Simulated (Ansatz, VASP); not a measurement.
**WC in VASP and in Ansatz**

```
W C
1.0
     0.00000    2.19268    2.19268
     2.19268    0.00000    2.19268
     2.19268    2.19268    0.00000
W C
1 1
Direct
  0.00000 0.00000 0.00000
  0.50000 0.50000 0.50000
```

Measurements of this composition are mostly on another form, of space group No. 187.

Alike in both runs: task single point; functional PBEsol; k mesh 18 × 18 × 18; occupations gaussian, width 0.15 eV; no spin polarisation.

|  | VASP | Ansatz |
| --- | --- | --- |
| version | VASP 6.6.1 | Ansatz 0.2.0 |
| potentials or method | VASP PAW PBE potentials, release 64 (W_sv, C) | scalar-relativistic, plane waves, PAW |
| plane-wave cutoff (eV) | 520 | 420 |
| valence electrons in the cell | 18 | 18 |

VASP gave:

| Quantity | Value |
| --- | --- |
| gap on the k mesh at the Fermi level (eV) | none |
| pressure (GPa) | -9.1 |

Q: Estimate Ansatz's values.

A: gap on the k mesh at the Fermi level (eV): none; pressure (GPa): -10.1.

A gap of «none» marks a metal or a gap that the smearing closes.

Caveats: the PAW data sets were made with another functional, which shifts forces and pressure a little (VASP). Spin-orbit coupling is left out, which matters for the levels of W.
